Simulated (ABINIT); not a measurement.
Here is an ABINIT 10.8.3 (patched build) calculation.

Contents of run.abi:

```
# Datasets: ground state, then fixed potential
ndtset 2

# Pseudopotentials
pp_dirpath "./"
pseudos "Mo.hgh"

# Structure
acell 5.1839677754 5.1839677754 5.1839677754
rprim
    -0.5773502692     0.5773502692     0.5773502692
     0.5773502692    -0.5773502692     0.5773502692
     0.5773502692     0.5773502692    -0.5773502692
ntypat 1
znucl 42
natom 1
typat 1
xred
     0.0000000000     0.0000000000     0.0000000000

# Plane-wave basis
ecut 489.804952 eV

# Exchange and correlation
ixc 7

# Bands and occupations
occopt 3
tsmear 0.05 eV

# SCF cycle
nstep 100

# Output
iomode 3
prtwf 0
prteig 0
prtebands 0
enunit 1
prtden1 1
prtvha1 1
prtvclmb1 1
prtpot1 1
prtelf1 1

# Dataset 1
kptopt1 1
ngkpt1 12 12 12
nshiftk1 1
shiftk1 0.0 0.0 0.0
nband1 7
tolvrs1 1.0e-10

# Dataset 2: bands along G-H-N-G-P-H
iscf2 -2
getden2 1
nband2 13
nbdbuf2 4
tolwfr2 1.0e-11
kptopt2 -5
ndivsm2 6
prteig2 1
prtvol2 -3
kptbounds2
     0.0000000000     0.0000000000     0.0000000000
     0.5000000000    -0.5000000000     0.5000000000
     0.0000000000     0.0000000000     0.5000000000
     0.0000000000     0.0000000000     0.0000000000
     0.2500000000     0.2500000000     0.2500000000
     0.5000000000    -0.5000000000     0.5000000000
```

Potentials or basis: HGH LDA.

The run is started by

```console
$ abinit run.abi > log 2>&1
```

Estimate the band gap on the k mesh.

none (metal or under the smearing width).

Levels at the corners of the path, in eV from the Fermi level:
```csv
point,band 1,band 2,band 3,band 4,band 5,band 6
Γ,-7.51,-1.42,-1.42,-1.42,1.79,1.79
H,-5.23,-5.23,4.11,4.11,4.11,9.18
N,-5.30,-3.41,1.41,1.74,2.45,4.88
Γ,-7.51,-1.42,-1.42,-1.42,1.79,1.79
P,-2.74,-2.74,-2.74,2.62,2.62,9.77
H,-5.23,-5.23,4.11,4.11,4.11,9.18
```

Caveat: HGH potentials are hard and often keep d shells in the core, so these values are rough.
